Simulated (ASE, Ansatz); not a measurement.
# CdS(110) slab, H on both faces (210 atoms): support functions against a reference, part 2 of 2

Wanted: errors and times of a linear-scaling basis for CdS(110) slab, H on both faces (210 atoms). A setting counts as converged where the r.m.s. difference of forces stays under 1 % of the r.m.s. force.

Ansatz 0.2.0; Kohn-Sham DFT, PBE, PAW (set soft_2), plane waves.

The cell: 75 Cd, 75 S and 60 H. Caps of real hydrogen don't mimic the fractional bonds of a polar compound. Beside vacuum, support functions can miss their usual error bounds without a warning. The Brillouin zone is sampled at Γ only, in a cell whose shortest periodic width is 17 Å.

So far. Step 2 (Plane-wave single point): Mean Löwdin charges: Cd +1.25, H -0.15, S -0.91 e (they miss 0.85 % of the electrons, so they add up to more than the cell's charge).

**3. Distances and neighbours (continued)**

A closer look about S130, which bears the longest force: 10 atoms, nearest first, numbered in the order of the input, with positions taken from that point.

```
 atom      x      y      z  distance (Å)  bonds  Löwdin charge (e)     Fx     Fy  Fz (eV/Å)
 S130   0.00   0.00   0.00          0.00      4              -0.62  -0.06   0.77      -2.00
 H202  -0.08  -0.77   1.02          1.28      1               0.20  -0.06  -1.27       1.63
Cd127  -0.06  -1.46  -2.06          2.53      4               1.28   0.00  -0.23      -0.08
 Cd29   2.05   1.49  -0.04          2.53      4               1.22  -0.19   0.64       0.57
Cd129  -2.07   1.47   0.00          2.54      4               1.21   0.01   0.42       0.46
 H161   2.01   2.48   1.32          3.45      1              -0.50  -0.03   0.48       0.62
 H201  -2.12   2.45   1.35          3.51      1              -0.49  -0.02   0.42       0.62
  S30   4.06   0.05  -0.06          4.06      4              -0.63   0.16  -1.47       0.64
   S8   2.01  -2.89  -2.08          4.09      4              -1.09   0.00  -0.20      -0.13
 S126  -0.03   0.01  -4.12          4.12      4              -1.08  -0.29  -0.11      -0.14
```

The column of bonds counts only the pairs Cd-S within 2.98 Å, Cd-H within 2.12 Å, S-H within 1.70 Å; other neighbours, such as metal atoms beside each other in a compound, aren't counted, and periodic images can show an atom twice.

**4. Support functions medium**

With localised support functions most steps grow linearly with size, though the diagonalisation grows faster unless the density matrix is cut; this run measures error and cost at this size.

This step: Kohn-Sham DFT, PBE, PAW (set soft_2), localised support functions (medium) (Ansatz 0.2.0).

input.yaml reads:

```yaml
crystal:
  lattice:
    - [20.56974, 0.0, 0.0]
    - [0.0, 17.454, 0.0]
    - [0.0, 0.0, 23.00398]
  atoms:
    [... the 210 atom lines of step 2 ...]
kpoints:
  mp_grid: { grid: [1, 1, 1] }
hamiltonian:
  xc: pbe
scf:
  occupations: { method: fermi_dirac, width: 0.025 }
  eigensolver: { kind: { support_functions: { accuracy: medium } } }
  mixing: { beta: 0.2 }
  max_iter: 150
output:
  forces: true
```

Started as:

```bash
$ ansatz run input.yaml --threads 32 --pin off --max-ram 92160MiB --backend cuda --events-out ev --progress --plain --runs-dir out --max-vram 78GiB
```

Numbers of over 12 decimals in the logs are rounded to 6 here.

Log:

```text
Warning: scf.eigensolver.kind.support_functions: disabling space-group detection — the functions' gradient is summed over unrotated k-points, so no spatial operation reduces the k-mesh or symmetrises the density; time reversal is kept, so that k and −k are solved as one point where they differ and the mesh holds both, and exact exchange and, on two spinor components, a DFT+U term hold to it where the run has them: [...]
settings of this run that can trade accuracy for cost: scf.eigensolver.kind.support_functions [...]
[...]
GPU FFT provider: cuFFT
GPU libraries: cuBLAS 13.8.1, cuFFT 12.4.0, cuSOLVER 12.3.2
[...]
Crystal: 210 atoms, lattice volume = 8258.986 Å³
Basis set: ecut = 420 eV, 161475 PW (Γ), exchange–correlation on 288×240×320 points (8 copies of the dense FFT grid, shifted against one another)
Bands: 1206, of which v1, the nominal top of the filled ones, is band 1005 counted from 1 (1004 counted from 0)
Symmetry: 1 space group operations
k-points: 1
[...]
GPU buffer pool allocated for 2764800 grid points (all kernels)
[...]
SCF iter   1: F=—  HF=-687730.457532 eV  |F-HF|=—  |Δ(HF+E_count)|=         —  Δρ=3.78e-2  dr2=1.89e2  ethr=1.00e-1
[...]
SCF iter  17: F=—  HF=-687743.380062 eV  |F-HF|=—  |Δ(HF+E_count)|=   5.39e-6  Δρ=1.04e-5  dr2=8.24e-6  ethr=6.65e-10  κ⁻¹=1.6e-5(r=7)
SCF iter  18: F=-687743.380061 eV  HF=-687743.380061 eV  |F-HF|=3.56e-7  |Δ(HF+E_count)|=   8.91e-7  Δρ=3.42e-6  dr2=9.76e-7  ethr=4.10e-10
SCF 1 converged in 18 iterations: F = -687743.426079 eV  dr2 = 9.76e-7
[...]
SCF converged after 18 iterations
Stability not checked: this state was not tested for a lower state beside it, because the mixer in use, unlike msr1, does not test its closes by its own steps (another_mixer; see scf.mixing.algorithm and scf.lower_state_search)
Free energy (F): -687743.426079 eV
[...]
Internal energy: -687743.426079 eV  (E = F + TS)
E sigma→0 (E₀):  -687743.426079 eV
Fermi energy:    0.996886 eV
[...]
Σ components = -687743.426079   (vs F -687743.426079, Δ=0.00e0)
--- Forces (eV/Å), atoms counted from 1 ---
[... 210 lines of forces left out ...]
  max |Σ_I F_I| component: 6.66e-3 eV/Å
--- Band table (eV) ---
[... left out ...]
  guard bands above this table: 174 of the run's 1206 bands (output.publish_guard_bands: true publishes all)
```

Wall time 7 s (1 × NVIDIA GB200 with 32 threads of Arm Neoverse V2, shared host); peak memory 1.9 GiB.

That memory is the host's; the program planned up to 8.8 GiB on the GPU.

The program notes that the band table was not solved further than the SCF left it and it switched symmetry off.

Keys that differ from the reference: support_functions.accuracy = "medium", scf.max_iter = 150 and scf.mixing.beta = 0.2.

Forces differ from the reference by 1.6 meV/Å r.m.s., 0.34 % of their size, within a tolerance of 1 %; the energy by -1.7 meV/atom. The two runs also began from different starting densities, which bears on cycles and time.

**5. Cost against change**

Differences are against the plane-wave reference (Kohn-Sham DFT, PBE, PAW (set soft_2), plane waves), whose r.m.s. force component is 0.461 eV/Å. Energies are set beside the reference only for runs with its functional, potentials and electron count. Times are for 1 × NVIDIA GB200 with 32 threads of Arm Neoverse V2, shared host. The reference's time includes the DOS, which some other runs skip.

```
                     run  Δ force, r.m.s. (meV/Å)  share of r.m.s. force (%)  Δ energy (meV/atom)  Δ gap (eV)  cycles   time  host memory (GiB)  planned on the GPU (GiB)
               reference                        -                          -                    -           -       9  5.6 s                2.4                        22
support functions medium                     1.57                      0.341                -1.75      7.0e-4      18    7 s                1.9                       8.8
```

**6. Results**

```json
{"free energy per atom": "-3274.9669 eV/atom", "r.m.s. force component": "0.4614 eV/Å", "gap (highest filled to lowest empty level)": "1.66 eV", "wall time of the 2 DFT runs": "13 s"}
```

Against plane waves at 420 eV, the forces differ by 1.6 meV/Å (0.34 %) with support functions medium. At 210 atoms the run with support functions medium takes roughly 1.2 times the time of plane waves (whose run also made extra analyses, so the like-for-like ratio is larger), in 18 SCF cycles against 9. Differences between support functions and plane waves include what basis error the plane-wave run still has.

Between filled and empty levels lie 1.66 eV at Γ alone; the mesh holds the band edges only if they fold onto it, so the gap at this level can be narrower or closed, and states at the surface or the caps may set it. Counting bonds as in the table, all Cd atoms have 4, all H atoms have 1 and all S atoms have 4 bonded neighbours.

What to keep in mind: The geometry was built by rule, was displaced at random and isn't relaxed at this level: its force components are 0.46 eV/Å r.m.s.

[Logs are printed without paths, hosts, clocks, repeated set-up lines and the standing remarks that a program may print on its own settings, such as how far it seeks lower states.]

[Hosts, paths, dates, database ids (printed as entryN), source tags and the programs' standing remarks are cut or masked in the printed files.]
